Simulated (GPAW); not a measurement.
W:

```
W
1.0
     0.00000    2.03000    2.03000
     2.03000    0.00000    2.03000
     2.03000    2.03000    0.00000
W
1
Direct
  0.00000 0.00000 0.00000
```

This isn't the form of W at room conditions, which is bcc.

| Quantity | Value |
| --- | --- |
| Program | GPAW 26.7.0 |
| Task | relaxation of cell and atoms |
| Functional | PBEsol |
| Potentials or basis | PAW data sets generated in the run's folder for this functional |
| Cutoff | 600 eV |
| Basis | pw |
| k mesh | 11 × 11 × 11 |
| Occupations | fermi-dirac, width 0.05 eV |
| Spin | no spin polarisation |

At the start: pressure -13.1 GPa; volume 16.73 Å³/atom.

Task: How do energy, volume and symmetry change on relaxing?

Result: Over 4 steps the energy falls by 32.1 meV/atom and the volume is 15.98 Å³/atom (-4.5 %); space group Fm-3m (No. 225, to 0.05 Å).

The path:
| step | energy change (eV) | largest force (eV/Å) | pressure (GPa) | volume (Å³) |
| --- | --- | --- | --- | --- |
| 1 | 0.0000 | 0.0000 | -13.06 | 16.73 |
| 2 | -0.0297 | 0.0000 | 4.00 | 15.78 |
| 3 | -0.0321 | 0.0000 | -0.21 | 15.99 |
| 4 | -0.0321 | 0.0000 | 0.00 | 15.98 |

Final structure:
```cif
data_structure
_symmetry_space_group_name_H-M 'P 1'
_symmetry_Int_Tables_number 1
_cell_length_a 2.8272
_cell_length_b 2.8272
_cell_length_c 2.8272
_cell_angle_alpha 60.000
_cell_angle_beta 60.000
_cell_angle_gamma 60.000
_cell_volume 15.98
loop_
_atom_site_label
_atom_site_type_symbol
_atom_site_fract_x
_atom_site_fract_y
_atom_site_fract_z
_atom_site_occupancy
W1 W 0.00000 0.00000 0.00000 1
```

Caveat: later steps reuse the first step's grids.
